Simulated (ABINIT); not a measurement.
# SrO (Fm-3m) in ABINIT: notebook

The runs below take SrO through band structure, with PBE.

All numbers are computed with ABINIT 10.8.3 (patched build); they aren't measurements. Logs are shortened: lines on timing, memory, paths and dates and some standing lists are left out, and cuts for length are marked. The log counts tension as positive stress, the text compression.

## (1) Starting point

The structure is cubic, space group Fm-3m (No. 225). The conventional cell has a = 5.133 Å, b = 5.133 Å, c = 5.133 Å, α = 90.00°, β = 90.00°, γ = 90.00°. Around Sr (site symmetry m-3m) lie 6 O at 2.57 Å. O (site symmetry m-3m) is surrounded by 6 Sr at 2.57 Å.

## (2) Band structure, PBE

The input, run.abi:

```
# Datasets: ground state, then fixed potential
ndtset 2

# Pseudopotentials
pp_dirpath "./"
pseudos "Sr.GGA_PBE-JTH.xml, O.GGA_PBE-JTH.xml"

# Structure
acell 3.6292962651 3.6292962651 3.6292962651 Angstrom
rprim
     0.0000000000     0.7071067812     0.7071067812
     0.7071067812     0.0000000000     0.7071067812
     0.7071067812     0.7071067812     0.0000000000
ntypat 2
znucl 38 8
natom 2
typat 1 2
xred
     0.5000000000     0.5000000000     0.5000000000
     0.0000000000     0.0000000000     0.0000000000

# Plane-wave basis
ecut 23.0
pawecutdg 45.0
pawxcdev 0

# Exchange and correlation
ixc 11

# Bands and occupations
occopt 3
tsmear 0.05 eV

# SCF cycle
nstep 100

# Output
iomode 3
prtwf 0
prteig 0
prtebands 0
prtden1 1

# Dataset 1
kptopt1 1
ngkpt1 9 9 9
nshiftk1 1
shiftk1 0.0 0.0 0.0
nband1 12
tolvrs1 1.0e-9

# Dataset 2: bands along G-X-W-K-G-L-U-W-L-K
iscf2 -2
getden2 1
nband2 18
nbdbuf2 4
tolwfr2 1.0e-11
kptopt2 -9
ndivsm2 8
prteig2 1
prtvol2 -3
kptbounds2
     0.0000000000     0.0000000000     0.0000000000
     0.5000000000     0.0000000000     0.5000000000
     0.5000000000     0.2500000000     0.7500000000
     0.3750000000     0.3750000000     0.7500000000
     0.0000000000     0.0000000000     0.0000000000
     0.5000000000     0.5000000000     0.5000000000
     0.6250000000     0.2500000000     0.6250000000
     0.5000000000     0.2500000000     0.7500000000
     0.5000000000     0.5000000000     0.5000000000
     0.3750000000     0.3750000000     0.7500000000
```

Potentials or basis: JTH PAW PBE v2.0.

Run with:

```bash
$ abinit run.abi > log 2>&1
```

run.abo:

```text
.Version 10.8.3 of ABINIT
 DATASET    1 : space group Fm -3 m (#225); Bravais cF (face-center cubic)
================================================================================
 Values of the parameters that define the memory need for DATASET  1.
     intxc =       0    ionmov =       0      iscf =      17    lmnmax =      18
     lnmax =       6     mgfft =      30  mpssoang =       3    mqgrid =    3001
     natom =       2  nloc_mem =       2    nspden =       1   nspinor =       1
    nsppol =       1      nsym =      48    n1xccc =       1    ntypat =       2
    occopt =       3   xclevel =       2
       mpw =        1219          nfft =       27000          nkpt =          35
 PAW method is used; the additional fine FFT grid is defined by:
   mgfftf=        45    nfftf =     91125
================================================================================
================================================================================

 DATASET    2 : space group Fm -3 m (#225); Bravais cF (face-center cubic)
================================================================================
 Values of the parameters that define the memory need for DATASET  2.
     intxc =       0    ionmov =       0      iscf =      -2    lmnmax =      18
     lnmax =       6     mgfft =      30  mpssoang =       3    mqgrid =    3001
     natom =       2  nloc_mem =       2    nspden =       1   nspinor =       1
    nsppol =       1      nsym =      48    n1xccc =       1    ntypat =       2
    occopt =       3   xclevel =       2
       mpw =        1243          nfft =       27000          nkpt =         139
 PAW method is used; the additional fine FFT grid is defined by:
   mgfftf=        45    nfftf =     91125
================================================================================
================================================================================

--------------------------------------------------------------------------------
------------- Echo of variables that govern the present computation ------------
--------------------------------------------------------------------------------
 -outvars: echo values of preprocessed input variables --------
            acell      6.8583759708E+00  6.8583759708E+00  6.8583759708E+00 Bohr
              amu      8.76200000E+01  1.59994000E+01
             ecut      2.30000000E+01 Hartree
           getden1          0
           getden2          1
             iscf1         17
             iscf2         -2
              ixc          11
           jdtset        1    2
           kptopt1          1
           kptopt2         -9
         kptrlatt        9    0    0      0    9    0      0    0    9
          kptrlen1     6.17253837E+01
          kptrlen2     3.00000000E+01
            natom           2
            nband1         12
            nband2         18
           nbdbuf1          0
           nbdbuf2          4
           ndtset           2
           ndivsm1          0
           ndivsm2          8
            ngfft          30      30      30
          ngfftdg          45      45      45
             nkpt1         35
             nkpt2        139
            nstep         100
             nsym          48
           ntypat           2
           occopt           3
        pawecutdg      4.50000000E+01 Hartree
         pawxcdev           0
        prtebands           0
           prteig1          0
           prteig2          1
           prtvol1          0
           prtvol2         -3
            prtwf           0
            rprim      0.0000000000E+00  7.0710678120E-01  7.0710678120E-01
                       7.0710678120E-01  0.0000000000E+00  7.0710678120E-01
                       7.0710678120E-01  7.0710678120E-01  0.0000000000E+00
           shiftk1     0.00000000E+00  0.00000000E+00  0.00000000E+00
           shiftk2     5.00000000E-01  5.00000000E-01  5.00000000E-01
          spgroup         225
           tolvrs1     1.00000000E-09
           tolvrs2     0.00000000E+00
           tolwfr1     0.00000000E+00
           tolwfr2     1.00000000E-11
           tsmear      1.83746611E-03 Hartree
            typat      1  2
           useylm           1
           xangst      2.5663000000E+00  2.5663000000E+00  2.5663000000E+00
                       0.0000000000E+00  0.0000000000E+00  0.0000000000E+00
            xcart      4.8496041570E+00  4.8496041570E+00  4.8496041570E+00
                       0.0000000000E+00  0.0000000000E+00  0.0000000000E+00
             xred      5.0000000000E-01  5.0000000000E-01  5.0000000000E-01
                       0.0000000000E+00  0.0000000000E+00  0.0000000000E+00
            znucl       38.00000    8.00000

================================================================================

 chkinp: Checking input parameters for consistency, jdtset=   1.

 chkinp: Checking input parameters for consistency, jdtset=   2.

================================================================================
[... 221 lines left out ...]
 R(2)=  4.8496042  0.0000000  4.8496042  G(2)=  0.1031012 -0.1031012  0.1031012
 R(3)=  4.8496042  4.8496042  0.0000000  G(3)=  0.1031012  0.1031012 -0.1031012
 Unit cell volume ucvol=  2.2811239E+02 bohr^3
 Angles (23,13,12)=  6.00000000E+01  6.00000000E+01  6.00000000E+01 degrees

 Coarse grid specifications (used for wave-functions):

 getcut: wavevector=  0.0000  0.0000  0.0000  ngfft=  30  30  30
         ecut(hartree)=     23.000   => boxcut(ratio)=   2.02840

 Fine grid specifications (used for densities):

 getcut: wavevector=  0.0000  0.0000  0.0000  ngfft=  45  45  45
         ecut(hartree)=     45.000   => boxcut(ratio)=   2.12452
--------------------------------------------------------------------------------

================================================================================
 Non-SCF case, kpt    1 (  0.00000  0.00000  0.00000), residuals and eigenvalues=
  2.64E-12  3.86E-12  1.76E-12  2.40E-12  1.14E-12  2.36E-12  2.50E-12  2.48E-12
  5.71E-12  4.59E-12  3.28E-12  2.45E-12  7.46E-12  6.93E-13  2.20E-12  5.23E-07
  8.46E-05  1.86E-04
 -1.0156E+00 -3.8286E-01 -3.4051E-01 -3.4051E-01 -3.4051E-01  1.7118E-01
  1.7118E-01  1.7118E-01  3.1987E-01  4.0173E-01  4.0173E-01  4.0173E-01
  4.8181E-01  4.8181E-01  6.2996E-01  1.0244E+00  1.0244E+00  1.0245E+00
 Non-SCF case, kpt    2 (  0.02174  0.00000  0.02174), residuals and eigenvalues=
  1.84E-12  7.86E-12  3.38E-12  5.93E-12  7.55E-12  9.60E-13  1.18E-12  1.33E-12
  3.39E-12  1.21E-12  4.58E-12  5.44E-12  9.40E-12  5.31E-12  2.57E-12  1.92E-05
  5.07E-05  7.80E-05
[... 948 lines left out ...]
 Non-SCF case, kpt  138 (  0.38393  0.38393  0.73214), residuals and eigenvalues=
  5.47E-12  1.57E-12  9.69E-12  1.29E-12  9.57E-12  7.98E-12  4.48E-12  9.68E-13
  2.10E-12  1.14E-12  6.03E-12  5.41E-12  2.10E-12  7.08E-12  6.24E-11  3.64E-09
  3.25E-08  3.22E-04
 -1.0090E+00 -4.1215E-01 -3.6922E-01 -3.4998E-01 -3.2434E-01  1.3361E-01
  1.4873E-01  1.5446E-01  3.5556E-01  4.5741E-01  4.9862E-01  5.4240E-01
  5.8201E-01  6.4339E-01  6.9480E-01  7.5723E-01  8.0125E-01  9.2576E-01
 Non-SCF case, kpt  139 (  0.37500  0.37500  0.75000), residuals and eigenvalues=
  1.34E-12  3.84E-12  3.59E-12  5.01E-12  1.96E-12  3.18E-12  9.01E-12  1.56E-12
  1.43E-12  9.33E-13  5.91E-12  9.02E-12  1.25E-12  7.41E-12  2.89E-11  2.12E-09
  1.51E-08  1.34E-03
 -1.0089E+00 -4.0979E-01 -3.7044E-01 -3.5049E-01 -3.2659E-01  1.3685E-01
  1.5067E-01  1.5496E-01  3.4843E-01  4.6355E-01  4.9547E-01  5.4739E-01
  5.7880E-01  6.4448E-01  6.8966E-01  7.6010E-01  7.9899E-01  9.2844E-01

--- !ResultsGS
iteration_state: {dtset: 2, }
comment   : Summary of ground state results
lattice_vectors:
- [  0.0000000,   4.8496042,   4.8496042, ]
- [  4.8496042,   0.0000000,   4.8496042, ]
- [  4.8496042,   4.8496042,   0.0000000, ]
lattice_lengths: [   6.85838,    6.85838,    6.85838, ]
lattice_angles: [ 60.000,  60.000,  60.000, ] # degrees, (23, 13, 12)
lattice_volume:   2.2811239E+02
convergence: {deltae:  0.000E+00, res2:  0.000E+00, residm:  9.991E-12, diffor:  0.000E+00, }
etotal    :  -4.73142475E+01
entropy   :   0.00000000E+00
fermie    :   2.30120341E-01
cartesian_stress_tensor: null
pressure_GPa: null
xred      :
- [  5.0000E-01,   5.0000E-01,   5.0000E-01, Sr]
- [  0.0000E+00,   0.0000E+00,   0.0000E+00,  O]
cartesian_forces: null
force_length_stats: {min: null, max: null, mean: null, }
...

 Integrated electronic density in atomic spheres:
 ------------------------------------------------
 Atom  Sphere_radius  Integrated_density
    1        2.20670          7.35688296
    2        1.41465          4.51672397

================================================================================

 ----iterations are completed or convergence reached----

 Mean square residual over all n,k,spin=   39.655E-13; max=  99.910E-13
 reduced coordinates (array xred) for    2 atoms
       0.500000000000      0.500000000000      0.500000000000
       0.000000000000      0.000000000000      0.000000000000

 cartesian coordinates (angstrom) at end:
    1      2.56630000003604     2.56630000003604     2.56630000003604
    2      0.00000000000000     0.00000000000000     0.00000000000000
 length scales=  6.858375970819  6.858375970819  6.858375970819 bohr
              =  3.629296265100  3.629296265100  3.629296265100 angstroms
 Eigenvalues (hartree) for nkpt= 139  k points:
 kpt#   1, nband= 18, wtk=  1.00000, kpt=  0.0000  0.0000  0.0000 (reduced coord)
  -1.01557   -0.38286   -0.34051   -0.34051   -0.34051    0.17118    0.17118    0.17118
   0.31987    0.40173    0.40173    0.40173    0.48181    0.48181    0.62996    1.02437
   1.02443    1.02448
 kpt#   2, nband= 18, wtk=  1.00000, kpt=  0.0217  0.0000  0.0217 (reduced coord)
  -1.01554   -0.38355   -0.34058   -0.34058   -0.33981    0.16997    0.17109    0.17109
   0.32102    0.40078    0.40250    0.40250    0.48205    0.48284    0.63159    1.02353
   1.02358    1.02362
 kpt#   3, nband= 18, wtk=  1.00000, kpt=  0.0435  0.0000  0.0435 (reduced coord)
  -1.01545   -0.38545   -0.34077   -0.34077   -0.33789    0.16653    0.17081    0.17081
   0.32431    0.39802    0.40478    0.40478    0.48277    0.48588    0.63641    1.02080
   1.02085    1.02208
 kpt#   4, nband= 18, wtk=  1.00000, kpt=  0.0652  0.0000  0.0652 (reduced coord)
  -1.01529   -0.38819   -0.34110   -0.34110   -0.33513    0.16138    0.17039    0.17039
   0.32930    0.39368    0.40853    0.40853    0.48397    0.49081    0.64416    1.01516
   1.01635    1.02761
 kpt#   5, nband= 18, wtk=  1.00000, kpt=  0.0870  0.0000  0.0870 (reduced coord)
[... 525 lines left out ...]
   0.37118    0.44636    0.50595    0.53126    0.58891    0.64567    0.68598    0.76577
   0.79670    0.93868
 kpt# 137, nband= 18, wtk=  1.00000, kpt=  0.3929  0.3929  0.7143 (reduced coord)
  -1.00906   -0.41492   -0.36729   -0.34940   -0.32194    0.13013    0.14675    0.15326
   0.36318    0.45156    0.50215    0.53688    0.58543    0.64392    0.69295    0.75983
   0.80042    0.93265
 kpt# 138, nband= 18, wtk=  1.00000, kpt=  0.3839  0.3839  0.7321 (reduced coord)
  -1.00898   -0.41215   -0.36922   -0.34998   -0.32434    0.13361    0.14873    0.15446
   0.35556    0.45741    0.49862    0.54240    0.58201    0.64339    0.69480    0.75723
   0.80125    0.92576
 kpt# 139, nband= 18, wtk=  1.00000, kpt=  0.3750  0.3750  0.7500 (reduced coord)
  -1.00893   -0.40979   -0.37044   -0.35049   -0.32659    0.13685    0.15067    0.15496
   0.34843    0.46355    0.49547    0.54739    0.57880    0.64448    0.68966    0.76010
   0.79899    0.92844

== END DATASET(S) ==============================================================
================================================================================

 -outvars: echo values of variables after computation  --------
            acell      6.8583759708E+00  6.8583759708E+00  6.8583759708E+00 Bohr
           etotal1    -4.7314247474E+01
            fcart1    -0.0000000000E+00 -0.0000000000E+00 -0.0000000000E+00
                      -0.0000000000E+00 -0.0000000000E+00 -0.0000000000E+00
            rprim      0.0000000000E+00  7.0710678120E-01  7.0710678120E-01
                       7.0710678120E-01  0.0000000000E+00  7.0710678120E-01
                       7.0710678120E-01  7.0710678120E-01  0.0000000000E+00
           strten1    -1.0352101570E-04 -1.0352101570E-04 -1.0352101570E-04
                       0.0000000000E+00  0.0000000000E+00  0.0000000000E+00
           xangst      2.5663000000E+00  2.5663000000E+00  2.5663000000E+00
                       0.0000000000E+00  0.0000000000E+00  0.0000000000E+00
             xred      5.0000000000E-01  5.0000000000E-01  5.0000000000E-01
                       0.0000000000E+00  0.0000000000E+00  0.0000000000E+00
 Calculation completed.
```

It took 58 s on 1 thread of Arm Neoverse V1, shared host; peak memory 0.14 GiB.

What came out:

| Property | Result |
| --- | --- |
| Free energy | -1287.4863 eV |
| Pressure | 3.0 GPa |
| Band gap on the k mesh | 3.37 eV, indirect (least direct gap 3.45 eV) |
| Band gap along the path | 3.31 eV, indirect (least direct gap 3.38 eV) |
| Valence electrons inside the program's atomic spheres | Sr 7.36; O 4.52 |

Levels at the corners of the path, in eV from the valence-band top:
| point | band 6 | band 7 | band 8 | band 9 | band 10 | band 11 |
| --- | --- | --- | --- | --- | --- | --- |
| Γ | 0.00 | 0.00 | 0.00 | 4.05 | 6.27 | 6.27 |
| X | -0.40 | -0.07 | -0.07 | 3.31 | 7.89 | 10.27 |
| W | -1.11 | -0.41 | -0.41 | 6.06 | 6.06 | 8.71 |
| K | -0.93 | -0.56 | -0.44 | 4.82 | 7.96 | 8.82 |
| Γ | 0.00 | 0.00 | 0.00 | 4.05 | 6.27 | 6.27 |
| L | -2.15 | -1.12 | -1.12 | 6.62 | 8.46 | 8.93 |
| U | -0.93 | -0.56 | -0.44 | 4.82 | 7.96 | 8.82 |
| W | -1.11 | -0.41 | -0.41 | 6.06 | 6.06 | 8.71 |
| L | -2.15 | -1.12 | -1.12 | 6.62 | 8.46 | 8.93 |
| K | -0.93 | -0.56 | -0.44 | 4.82 | 7.96 | 8.82 |

## (3) Band structure, PBE, spin-orbit coupling, no magnetisation

run.abi: that of step 2 with these lines changed.

```diff
@@ -33,2 +33,7 @@
 
+# Spin
+nspinor 2
+nspden 1
+pawspnorb 1
+
 # SCF cycle
@@ -44,3 +49,3 @@
 # Dataset 1
-kptopt1 1
+kptopt1 4
 ngkpt1 9 9 9
@@ -48,3 +53,3 @@
 shiftk1 0.0 0.0 0.0
-nband1 12
+nband1 24
 tolvrs1 1.0e-9
@@ -54,4 +59,4 @@
 getden2 1
-nband2 18
-nbdbuf2 4
+nband2 36
+nbdbuf2 8
 tolwfr2 1.0e-11
```

Potentials or basis: JTH PAW PBE v2.0.

Run with:

```bash
$ abinit run.abi > log 2>&1
```

It took 4.4 min on 1 thread of Arm Neoverse V1, shared host; peak memory 0.28 GiB.

It converged, with:

```
Free energy                                           : -1287.5533 eV
Pressure                                              : 3.0 GPa
Band gap on the k mesh                                : 3.35 eV, indirect (least direct gap 3.41 eV)
Band gap along the path                               : 3.29 eV, indirect (least direct gap 3.34 eV)
Valence electrons inside the program's atomic spheres : Sr 7.36; O 4.52
```

Levels at the corners of the path, in eV from the valence-band top:
```
point  band 12  band 13  band 14  band 15  band 16  band 17  band 18  band 19  band 20  band 21
    Γ    -0.06     0.00     0.00     0.00     0.00     4.03     4.03     6.24     6.24     6.24
    X    -0.42    -0.13    -0.13    -0.05    -0.05     3.29     3.29     7.87     7.87    10.24
    W    -1.13    -0.47    -0.47    -0.39    -0.39     6.04     6.04     6.04     6.04     8.69
    K    -0.96    -0.58    -0.58    -0.46    -0.46     4.80     4.80     7.93     7.93     8.80
    Γ    -0.06     0.00     0.00     0.00     0.00     4.03     4.03     6.24     6.24     6.24
    L    -2.17    -1.15    -1.15    -1.13    -1.13     6.60     6.60     8.43     8.43     8.89
    U    -0.96    -0.58    -0.58    -0.46    -0.46     4.80     4.80     7.93     7.93     8.80
    W    -1.13    -0.47    -0.47    -0.39    -0.39     6.04     6.04     6.04     6.04     8.69
    L    -2.17    -1.15    -1.15    -1.13    -1.13     6.60     6.60     8.43     8.43     8.89
    K    -0.96    -0.58    -0.58    -0.46    -0.46     4.80     4.80     7.93     7.93     8.80
```
